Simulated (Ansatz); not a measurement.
# Metal on semiconductor: Si/NiSi2, part 2 of 2

Is Si/NiSi2 a contact for electrons or for holes? The semiconductor is Si diamond(111), undoped, with its far face capped by hydrogen, and the metal is NiSi2 fluorite(111) turned by 180 degrees (type B), in direct contact. After relaxation the nearest pair at the metal is Si–Si at 2.36 Å, along the normal. The common net has a side of 3.868 Å, which strains the semiconductor by +0.0 % and the metal by +0.7 %, against typed lattice constants near PBE's. The first steps treat the bulk crystals alone.

Ansatz 0.2.0; PBE DFT, plane waves, PAW files (the session's first sound run).

So far. Step 4 (Relaxing the interfaces): The largest force component on a free atom ends at 0.035 eV/Å. At one or more of this run's solves the program warned of density in the dipole ramp over its bound, where dipole, forces and levels can be off. Step 5 (T(E) from the semiconductor into the metal, atomic …): The semiconductor's channels close between -0.30 and +0.40 eV. In the worse lead the potential repeats within 9.8 meV, which the program lets pass.

### 6. The contact's transmission, atomic planes in the barrier 10, gap between the electrodes 18.16 Å

System of this step: Si/NiSi2. The cell holds 57 atoms: 47 Si, 9 Ni and 1 H. Its edges and angles: a = 3.868 Å, b = 3.868 Å, c = 102.688 Å, α = 90.0°, β = 90.0°, γ = 120.0°. Regions: left electrode, 20 atoms (20 Si); barrier, 10 atoms (10 Si); right electrode, 26 atoms (17 Si and 9 Ni). Vacuum lies along c.

More semiconductor under the metal, by copies of a relaxed pair of planes.

File input.yaml:

```yaml
crystal:
  lattice:
    - [3.868, 0.0, 0.0]
    - [-1.934, 3.3497862618, 0.0]
    - [0.0, 0.0, 102.6880349596]
  atoms:
    - { symbol: Si, position: [0.66666667, 0.33333333, 0.1509426099] }
    - { symbol: Si, position: [0.0, 0.0, 0.1586310275] }
    - { symbol: Si, position: [0.0, 0.0, 0.1816962806] }
    - { symbol: Si, position: [0.33333333, 0.66666667, 0.1893846982] }
    - { symbol: Si, position: [0.33333333, 0.66666667, 0.2124499513] }
    - { symbol: Si, position: [0.66666667, 0.33333333, 0.2201383689] }
    - { symbol: Si, position: [0.66666667, 0.33333333, 0.2432036219] }
    - { symbol: Si, position: [0.0, 0.0, 0.2508920396] }
[... 45 atom lines left out ...]
    - { symbol: Si, position: [0.66666667, 0.33333333, 0.8406936735] }
    - { symbol: Si, position: [0.0, 0.0, 0.8559931837] }
    - { symbol: Ni, position: [0.66666667, 0.33333333, 0.8636647395] }
    - { symbol: H, position: [0.66666667, 0.33333333, 0.1363352605] }
kpoints:
  mp_grid: { grid: [8, 8, 1] }
scf:
  occupations: { method: fermi_dirac, width: 0.1 }
  max_iter: 150
hamiltonian:
  xc: pbe
efield:
  axis: 3
  dipole_correction: true
output:
  transmission:
    kmesh: [12, 12]
    e_range: [-2.5, 2.5]
    de: 0.05
    leads: [[8, 10], [42, 45]]
  dos: { projected: true, e_range: [-6, 5], de: 0.05 }
  write_potential: true
  write_density: true
  volumetric_format: npy
```

Run with:

```
ansatz run input.yaml --threads 8 --pin off --max-ram 24576MiB --backend cpu --events-out ev --progress --plain --runs-dir out
```

Elapsed: 2.7 min, on 8 threads of Intel Xeon 6975P-C (Granite Rapids), shared host; peak memory 11 GiB.

Numbers from this step:

```yaml
free_energy: -82463.9566 eV
fermi_energy: 5.097 eV
potential_step_in_the_lower_lead: 7.3 meV
work_function_upper_face: 4.067 eV
work_function_lower_face: 4.361 eV
dipole_moment: 0.02103 e·Å
dipole_field: 0.002860 V/Å
```

One spin. Transmission, zone mean against energy, zero at the Fermi level:

| energy (eV) | transmission, zone mean |
| --- | --- |
| -2.50 | 0.825 |
| -2.35 | 0.803 |
| -2.25 | 0.783 |
| -2.15 | 0.837 |
| -2.10 | 0.819 |
| -1.95 | 0.802 |
| -1.80 | 0.706 |
| -1.70 | 0.755 |
| -1.55 | 0.579 |
| -1.40 | 0.481 |
| -1.30 | 0.451 |
| -1.15 | 0.367 |
| -1.00 | 0.347 |
| -0.90 | 0.205 |
| -0.75 | 0.182 |
| -0.60 | 0.0936 |
| -0.45 | 0.0639 |
| -0.35 | 0.00448 |
| -0.20 | 0 |
| -0.05 | 0 |
| 0.00 | 0 |
| 0.05 | 0 |
| 0.20 | 0 |
| 0.35 | 4.3e-4 |
| 0.45 | 0.00234 |
| 0.60 | 0.0141 |
| 0.75 | 0.0302 |
| 0.90 | 0.0608 |
| 1.00 | 0.0999 |
| 1.15 | 0.223 |
| 1.30 | 0.320 |
| 1.40 | 0.418 |
| 1.45 | 0.471 |
| 1.55 | 0.387 |
| 1.70 | 0.265 |
| 1.80 | 0.219 |
| 1.95 | 0.462 |
| 2.10 | 0.910 |
| 2.25 | 1.23 |
| 2.30 | 1.26 |
| 2.35 | 1.20 |
| 2.50 | 1.13 |

One spin. The open channels, zone mean by energy, zero at the Fermi level:

| energy (eV) | lower lead | upper lead |
| --- | --- | --- |
| -2.50 | 1.55 | 1.67 |
| -2.35 | 1.76 | 1.67 |
| -2.25 | 1.72 | 1.76 |
| -2.10 | 1.55 | 1.80 |
| -1.95 | 1.51 | 1.84 |
| -1.80 | 1.47 | 1.84 |
| -1.70 | 1.30 | 1.92 |
| -1.55 | 1.22 | 1.67 |
| -1.40 | 1.02 | 1.51 |
| -1.30 | 0.854 | 1.40 |
| -1.15 | 0.604 | 1.40 |
| -1.00 | 0.562 | 1.02 |
| -0.90 | 0.354 | 1.02 |
| -0.75 | 0.312 | 0.979 |
| -0.60 | 0.146 | 0.854 |
| -0.45 | 0.146 | 0.681 |
| -0.35 | 0.0208 | 0.701 |
| -0.20 | 0 | 0.993 |
| -0.05 | 0 | 1.03 |
| 0.00 | 0 | 1.08 |
| 0.05 | 0 | 1.16 |
| 0.20 | 0 | 1.16 |
| 0.35 | 0.0417 | 1.41 |
| 0.45 | 0.0417 | 1.37 |
| 0.60 | 0.208 | 1.59 |
| 0.75 | 0.333 | 1.76 |
| 0.90 | 0.5 | 1.92 |
| 1.00 | 0.667 | 2.01 |
| 1.15 | 0.75 | 2.01 |
| 1.30 | 0.986 | 1.67 |
| 1.40 | 1.07 | 1.59 |
| 1.55 | 1.36 | 1.07 |
| 1.70 | 1.61 | 0.694 |
| 1.80 | 1.99 | 0.562 |
| 1.95 | 2.07 | 0.993 |
| 2.10 | 2.15 | 2.45 |
| 2.25 | 2.28 | 2.95 |
| 2.35 | 2.08 | 2.92 |
| 2.50 | 1.95 | 2.92 |

Projected DOS an atom over height of the atomic layer and energy from the Fermi level. Layers: H Si Si Si Si Si Si Si Si Si Si Si Si Si Si Si Si Si Si Si Si Si Si Si Si Si Si Si Si Si Si Si Ni Si Si Ni Si Si Ni Si Si Ni Si Si Ni Si Si Ni Si Si Ni Si Si Ni Si Si Ni; projections on atoms miss part of the total, and the computed bands can run out at the top of the range; a column is the mean of 4 neighbouring layers, the last of those left over.

Values in states/eV, 22 rows by 15 columns, each cell a mean:
```
0.04 0.04 0.04 0.03 0.03 0.03 0.04 0.04 0.02 0.02 0.03 0.02 0.03 0.03 0.01
0.20 0.20 0.20 0.19 0.20 0.21 0.22 0.23 0.18 0.19 0.20 0.17 0.19 0.22 0.10
0.39 0.44 0.42 0.45 0.43 0.44 0.47 0.41 0.29 0.33 0.33 0.29 0.33 0.33 0.17
0.60 0.68 0.73 0.71 0.72 0.69 0.65 0.59 0.35 0.37 0.37 0.32 0.40 0.39 0.17
0.44 0.49 0.46 0.48 0.47 0.49 0.52 0.54 0.40 0.47 0.43 0.39 0.45 0.36 0.23
0.50 0.59 0.59 0.59 0.59 0.59 0.59 0.59 0.38 0.48 0.52 0.46 0.45 0.39 0.33
0.40 0.63 0.61 0.61 0.60 0.58 0.56 0.46 0.28 0.26 0.28 0.28 0.35 0.48 0.58
0.16 0.30 0.29 0.28 0.28 0.28 0.27 0.29 0.37 0.42 0.37 0.32 0.37 0.47 0.51
0.05 0.14 0.15 0.14 0.14 0.13 0.10 0.13 0.29 0.41 0.44 0.41 0.41 0.39 0.35
0.00 0.00 0.01 0.01 0.01 0.00 0.01 0.09 0.21 0.32 0.32 0.33 0.34 0.38 0.57
0.01 0.02 0.02 0.02 0.03 0.03 0.04 0.14 0.20 0.21 0.22 0.24 0.20 0.24 0.73
0.09 0.13 0.15 0.15 0.15 0.16 0.17 0.30 0.34 0.21 0.19 0.19 0.19 0.28 1.49
0.22 0.34 0.34 0.35 0.36 0.38 0.41 0.37 0.38 0.31 0.31 0.32 0.34 0.30 3.50
0.46 0.64 0.62 0.61 0.61 0.62 0.64 0.62 0.79 0.53 0.51 0.60 0.48 0.44 6.33
0.58 0.67 0.68 0.69 0.69 0.69 0.67 0.62 1.02 0.61 0.63 0.91 0.63 0.62 3.03
0.60 0.74 0.75 0.74 0.76 0.77 0.76 0.60 2.21 0.85 0.83 1.43 0.87 1.15 1.70
0.51 0.59 0.58 0.58 0.56 0.56 0.60 0.56 2.16 1.50 1.51 2.79 1.44 1.39 0.59
0.45 0.60 0.58 0.58 0.58 0.55 0.53 0.58 0.99 0.75 0.74 1.17 0.82 1.09 0.52
0.61 0.48 0.51 0.50 0.49 0.48 0.42 0.40 0.97 0.77 0.72 0.99 0.71 0.82 0.33
0.09 0.14 0.14 0.13 0.13 0.13 0.14 0.25 1.11 1.03 1.05 1.29 1.02 0.84 0.13
0.10 0.15 0.15 0.15 0.15 0.15 0.16 0.21 0.49 0.54 0.56 0.61 0.57 0.43 0.08
0.15 0.21 0.20 0.21 0.21 0.22 0.22 0.24 0.30 0.33 0.34 0.33 0.34 0.28 0.06
```
Columns: height of the atomic layer (Å) from 16.1 to 88.7 (not evenly spaced); rows upwards: energy from the Fermi level (eV) from -6 to 5.

The semiconductor's channels close between -0.30 and +0.35 eV. In the worse lead the potential repeats within 7.5 meV, which the program lets pass.

### 7. The first cell with another functional, cutoff 500 eV

This step: r2SCAN DFT, plane waves, PAW files; ballistic transmission by layer matching between semi-infinite leads (Ansatz 0.2.0).

System of this step: Si/NiSi2. The cell holds 53 atoms: 43 Si, 9 Ni and 1 H. Cell: a = 3.868 Å, b = 3.868 Å, c = 96.365 Å, α = 90.0°, β = 90.0°, γ = 120.0°. Regions: left electrode, 20 atoms (20 Si); barrier, 6 atoms (6 Si); right electrode, 26 atoms (17 Si and 9 Ni). Vacuum lies along c.

r2SCAN opens the gap somewhat, so the first cell is run again with it to see how the barriers share the change.

File input.yaml:

```yaml
crystal:
  lattice:
    - [3.868, 0.0, 0.0]
    - [-1.934, 3.3497862618, 0.0]
    - [0.0, 0.0, 96.3648368713]
  atoms:
    - { symbol: Si, position: [0.66666667, 0.33333333, 0.1608470528] }
    - { symbol: Si, position: [0.0, 0.0, 0.1690399635] }
    - { symbol: Si, position: [0.0, 0.0, 0.1936186955] }
    - { symbol: Si, position: [0.33333333, 0.66666667, 0.2018116062] }
    - { symbol: Si, position: [0.33333333, 0.66666667, 0.2263903383] }
    - { symbol: Si, position: [0.66666667, 0.33333333, 0.234583249] }
    - { symbol: Si, position: [0.66666667, 0.33333333, 0.2591619811] }
    - { symbol: Si, position: [0.0, 0.0, 0.2673548918] }
[... 41 atom lines left out ...]
    - { symbol: Si, position: [0.0, 0.0, 0.8302404263] }
    - { symbol: Si, position: [0.33333333, 0.66666667, 0.8465438486] }
    - { symbol: Ni, position: [0.0, 0.0, 0.8547187911] }
    - { symbol: H, position: [0.66666667, 0.33333333, 0.1452812089] }
kpoints:
  mp_grid: { grid: [8, 8, 1] }
scf:
  occupations: { method: fermi_dirac, width: 0.1 }
  max_iter: 150
hamiltonian:
  xc: r2scan
efield:
  axis: 3
  dipole_correction: true
output:
  transmission:
    kmesh: [12, 12]
    e_range: [-2.5, 2.5]
    de: 0.05
    leads: [[8, 10], [38, 41]]
  dos: { projected: true, e_range: [-6, 5], de: 0.05 }
  write_potential: true
  write_density: true
  volumetric_format: npy
```

Elapsed: 3.6 min, on 8 threads; peak memory 14 GiB; 26 min of CPU time.

This step gave:

```
free energy                      : -80110.3142 eV
Fermi energy                     : 4.988 eV
channels of the upper lead       : 0.9514
potential step in the lower lead : 11.5 meV
potential step in the upper lead : 3.6 meV
work function, upper face        : 4.052 eV
work function, lower face        : 4.463 eV
dipole moment                    : 0.02943 e·Å
dipole field                     : 0.004264 V/Å
```

One spin. The transmission, zone mean by energy, zero at the Fermi level:

| energy (eV) | transmission, zone mean |
| --- | --- |
| -2.400 | 0.796 |
| -2.250 | 0.859 |
| -2.200 | 0.852 |
| -2.000 | 0.737 |
| -1.800 | 0.750 |
| -1.600 | 0.599 |
| -1.400 | 0.409 |
| -1.200 | 0.371 |
| -1.000 | 0.264 |
| -0.800 | 0.184 |
| -0.600 | 0.0910 |
| -0.400 | 0.0319 |
| -0.200 | 0 |
| 0.000 | 0 |
| 0.200 | 0 |
| 0.400 | 0 |
| 0.600 | 0.00212 |
| 0.800 | 0.0157 |
| 1.000 | 0.0379 |
| 1.200 | 0.104 |
| 1.400 | 0.247 |
| 1.600 | 0.398 |
| 1.700 | 0.414 |
| 1.800 | 0.283 |
| 2.000 | 0.324 |
| 2.200 | 0.872 |
| 2.400 | 1.22 |

One spin. The open channels, zone mean by energy, zero at the Fermi level:

| energy (eV) | lower lead | upper lead |
| --- | --- | --- |
| -2.400 | 1.72 | 1.76 |
| -2.200 | 1.59 | 1.84 |
| -2.000 | 1.51 | 1.80 |
| -1.800 | 1.30 | 1.63 |
| -1.600 | 1.22 | 1.59 |
| -1.400 | 0.854 | 1.31 |
| -1.200 | 0.604 | 1.10 |
| -1.000 | 0.438 | 1.02 |
| -0.800 | 0.312 | 0.938 |
| -0.600 | 0.146 | 0.688 |
| -0.400 | 0.0625 | 0.604 |
| -0.200 | 0 | 0.951 |
| 0.000 | 0 | 0.951 |
| 0.200 | 0 | 1.16 |
| 0.400 | 0 | 1.37 |
| 0.600 | 0.0417 | 1.53 |
| 0.800 | 0.208 | 1.72 |
| 1.000 | 0.333 | 1.80 |
| 1.200 | 0.667 | 2.01 |
| 1.400 | 0.833 | 1.76 |
| 1.600 | 1.15 | 1.49 |
| 1.800 | 1.40 | 0.757 |
| 2.000 | 1.86 | 0.938 |
| 2.200 | 2.11 | 2.45 |
| 2.400 | 2.15 | 2.85 |

Projected DOS an atom over height of the atomic layer and energy from the Fermi level. Layers: H Si Si Si Si Si Si Si Si Si Si Si Si Si Si Si Si Si Si Si Si Si Si Si Si Si Si Si Ni Si Si Ni Si Si Ni Si Si Ni Si Si Ni Si Si Ni Si Si Ni Si Si Ni Si Si Ni; projections on atoms miss part of the total, and the computed bands can run out at the top of the range; a column is the mean of 4 neighbouring layers, the last of those left over.

Ten even steps from '0' (0.00 states/eV) to '9' (6.36 states/eV), each cell a mean:
```
00000000000000
00000000000000
00000000000000
00000000000000
00000000000000
01000100000000
00000000000000
00000000000000
00000000000000
00000000000000
00000000000001
00000000000001
00000000000003
00000001000009
01111101001005
00111102011112
01110004223221
00000001112110
00000001001010
00000001111110
00000001111100
00000000000000
```
Columns: height of the atomic layer (Å) from 16.1 to 82.4 (not evenly spaced); rows upwards: energy from the Fermi level (eV) from -6 to 5.

The semiconductor's channels close between -0.30 and +0.55 eV. In the worse lead the potential repeats within 12 meV, which the program lets pass.

### 8. Outcome

| Quantity | Value |
| --- | --- |
| valence edge of the semiconductor lead against the Fermi level, 6 planes | -0.30 eV |
| conduction edge of the semiconductor lead against the Fermi level, 6 planes | +0.40 eV |
| valence edge of the semiconductor lead against the Fermi level, 10 planes | -0.30 eV |
| conduction edge of the semiconductor lead against the Fermi level, 10 planes | +0.35 eV |
| valence edge of the semiconductor lead against the Fermi level, r2SCAN | -0.30 eV |
| conduction edge of the semiconductor lead against the Fermi level, r2SCAN | +0.55 eV |

In words: The metal's Fermi level lies in the gap of the semiconductor, 0.40 eV under the first conduction channel and 0.30 eV over the last valence one, as read in the lead, away from the contact; bands can bend on the way there. The edges are read from the typed mesh and energy grid, to 0.05 eV at best. Adding 4 atomic planes to the layer under the metal moves the conduction edge by -0.05 eV, about one grid step or less. r2SCAN moves the edges to -0.30 and +0.55 eV, 0.85 eV apart on the grid against 0.70 eV. The semiconductor is undoped and only a few nanometres thick, with its far face capped by hydrogen. A semilocal functional narrows gaps, and the two barriers add up to the gap, so their sum is too small. No spin-orbit coupling, phonons, disorder or image charges enter; the interfaces are ordered, one cell wide and lattice-matched by strain. Semilocal gaps are too small, which can bring a band edge of the barrier nearer to the Fermi level than it is.

[Logs are printed without paths, hosts, clocks, repeated set-up lines and the standing remarks that a program may print on its own settings, such as how far it seeks lower states.]

[Hosts, paths, dates, database ids (printed as entryN), source tags and the programs' standing remarks are cut or masked in the printed files.]
